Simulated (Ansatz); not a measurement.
Input, command and steps of an Ansatz relaxation.

```yaml
crystal:
  lattice:
    - [3.8368238572, 0.0, 0.0]
    - [0.0, 3.8368238572, 0.0]
    - [0.0, 0.0, 4.1168323191]
  atoms:
    - { symbol: Ba, position: [0.5, 0.5, 0.587466504] }
    - { symbol: Ti, position: [0.0, 0.0, 0.1048089142] }
    - { symbol: O, position: [0.0, 0.5, 0.0606534181] }
    - { symbol: O, position: [0.5, 0.0, 0.0606534181] }
    - { symbol: O, position: [0.0, 0.0, 0.5464147356] }
basis:
  ecutwfc: 420
kpoints:
  mp_grid: { grid: [8, 8, 8] }
hamiltonian:
  xc: pbesol
scf:
  occupations: { method: gaussian, width: 0.02 }
output:
  forces: true
  stress: true
  eigenvalues: true
relax:
  adjacent_minimum: "off"
  f_tol: 0.008
  max_steps: 40
  cell: { stress_tol: 0.015, fix: [a, b, gamma] }
```

```bash
ansatz run input.yaml --threads 1 --pin off --max-ram 2560MiB --backend cpu --events-out ev --progress --plain --runs-dir out
```

These are results of DFT PBEsol, scalar-relativistic, plane waves, PAW in Ansatz 0.2.0, not measurements.

Of 12 frames 9 are shown, positions in Å and forces in eV/Å; the SCF threshold varies from step to step. Steps run on the plane waves of an earlier cell, with a Pulay correction in the pressure. The basis is chosen afresh for the last frame, the zero of the energies, and at times for earlier ones too; energy and pressure step there, also at an unchanged geometry.

```xyz
5
Lattice="3.8368 0.0000 0.0000 0.0000 3.8368 0.0000 0.0000 0.0000 4.1168" Properties=species:S:1:pos:R:3:forces:R:3 pbc="T T T" step=1 free_energy_over_end_meV_per_atom=5.13 pressure_GPa=10.29
Ba    1.9184    1.9184    2.4185    0.0000    0.0000   -0.0280
Ti    0.0000    0.0000    0.4315    0.0000    0.0000   -0.1010
O     0.0000    1.9184    0.2497    0.0000    0.0000   -0.0554
O     1.9184    0.0000    0.2497    0.0000    0.0000   -0.0554
O     0.0000    0.0000    2.2495    0.0000    0.0000    0.2400
5
Lattice="3.8368 0.0000 0.0000 0.0000 3.8368 0.0000 0.0000 0.0000 4.1728" Properties=species:S:1:pos:R:3:forces:R:3 pbc="T T T" step=2 free_energy_over_end_meV_per_atom=2.78 pressure_GPa=7.94
Ba    1.9184    1.9184    2.4471    0.0000    0.0000    0.0707
Ti    0.0000    0.0000    0.4452    0.0000    0.0000    0.0677
O     0.0000    1.9184    0.2538    0.0000    0.0000   -0.0684
O     1.9184    0.0000    0.2538    0.0000    0.0000   -0.0684
O     0.0000    0.0000    2.2750    0.0000    0.0000   -0.0015
5
Lattice="3.8368 0.0000 0.0000 0.0000 3.8368 0.0000 0.0000 0.0000 4.2106" Properties=species:S:1:pos:R:3:forces:R:3 pbc="T T T" step=3 free_energy_over_end_meV_per_atom=2.55 pressure_GPa=6.65
Ba    1.9184    1.9184    2.4939    0.0000    0.0000   -0.0643
Ti    0.0000    0.0000    0.4498    0.0000    0.0000    0.2939
O     0.0000    1.9184    0.2493    0.0000    0.0000   -0.0627
O     1.9184    0.0000    0.2493    0.0000    0.0000   -0.0627
O     0.0000    0.0000    2.2841    0.0000    0.0000   -0.1043
5
Lattice="3.8368 0.0000 0.0000 0.0000 3.8368 0.0000 0.0000 0.0000 4.2299" Properties=species:S:1:pos:R:3:forces:R:3 pbc="T T T" step=5 free_energy_over_end_meV_per_atom=2.17 pressure_GPa=6.13
Ba    1.9184    1.9184    2.5045    0.0000    0.0000    0.0271
Ti    0.0000    0.0000    0.4676    0.0000    0.0000    0.1133
O     0.0000    1.9184    0.2439    0.0000    0.0000    0.0004
O     1.9184    0.0000    0.2439    0.0000    0.0000    0.0004
O     0.0000    0.0000    2.2927    0.0000    0.0000   -0.1413
5
Lattice="3.8368 0.0000 0.0000 0.0000 3.8368 0.0000 0.0000 0.0000 4.2439" Properties=species:S:1:pos:R:3:forces:R:3 pbc="T T T" step=6 free_energy_over_end_meV_per_atom=2.13 pressure_GPa=6.14
Ba    1.9184    1.9184    2.5246    0.0000    0.0000    0.0091
Ti    0.0000    0.0000    0.4794    0.0000    0.0000   -0.0526
O     0.0000    1.9184    0.2397    0.0000    0.0000    0.0137
O     1.9184    0.0000    0.2397    0.0000    0.0000    0.0137
O     0.0000    0.0000    2.2884    0.0000    0.0000    0.0161
5
Lattice="3.8368 0.0000 0.0000 0.0000 3.8368 0.0000 0.0000 0.0000 4.2434" Properties=species:S:1:pos:R:3:forces:R:3 pbc="T T T" step=7 free_energy_over_end_meV_per_atom=2.10 pressure_GPa=6.11
Ba    1.9184    1.9184    2.5237    0.0000    0.0000    0.0005
Ti    0.0000    0.0000    0.4767    0.0000    0.0000    0.0000
O     0.0000    1.9184    0.2412    0.0000    0.0000   -0.0010
O     1.9184    0.0000    0.2412    0.0000    0.0000   -0.0010
O     0.0000    0.0000    2.2883    0.0000    0.0000    0.0015
5
Lattice="3.8368 0.0000 0.0000 0.0000 3.8368 0.0000 0.0000 0.0000 4.2434" Properties=species:S:1:pos:R:3:forces:R:3 pbc="T T T" step=8 free_energy_over_end_meV_per_atom=0.12 pressure_GPa=6.38
Ba    1.9184    1.9184    2.5237    0.0000    0.0000    0.0005
Ti    0.0000    0.0000    0.4767    0.0000    0.0000   -0.0008
O     0.0000    1.9184    0.2412    0.0000    0.0000   -0.0009
O     1.9184    0.0000    0.2412    0.0000    0.0000   -0.0009
O     0.0000    0.0000    2.2883    0.0000    0.0000    0.0021
5
Lattice="3.8368 0.0000 0.0000 0.0000 3.8368 0.0000 0.0000 0.0000 4.2661" Properties=species:S:1:pos:R:3:forces:R:3 pbc="T T T" step=10 free_energy_over_end_meV_per_atom=0.01 pressure_GPa=5.83
Ba    1.9184    1.9184    2.5444    0.0000    0.0000    0.0010
Ti    0.0000    0.0000    0.4846    0.0000    0.0000    0.0021
O     0.0000    1.9184    0.2397    0.0000    0.0000    0.0021
O     1.9184    0.0000    0.2397    0.0000    0.0000    0.0021
O     0.0000    0.0000    2.2935    0.0000    0.0000   -0.0072
5
Lattice="3.8368 0.0000 0.0000 0.0000 3.8368 0.0000 0.0000 0.0000 4.2701" Properties=species:S:1:pos:R:3:forces:R:3 pbc="T T T" step=12 free_energy_over_end_meV_per_atom=0.00 pressure_GPa=5.75
Ba    1.9184    1.9184    2.5482    0.0000    0.0000    0.0000
Ti    0.0000    0.0000    0.4859    0.0000    0.0000    0.0001
O     0.0000    1.9184    0.2397    0.0000    0.0000   -0.0002
O     1.9184    0.0000    0.2397    0.0000    0.0000   -0.0002
O     0.0000    0.0000    2.2939    0.0000    0.0000    0.0004
```

The run took 3.7 min on 1 thread of Intel(R) Xeon(R) Platinum 8259CL CPU @ 2.50GHz (Skylake/Cascade Lake) (shared host), peak memory 0.51 GiB.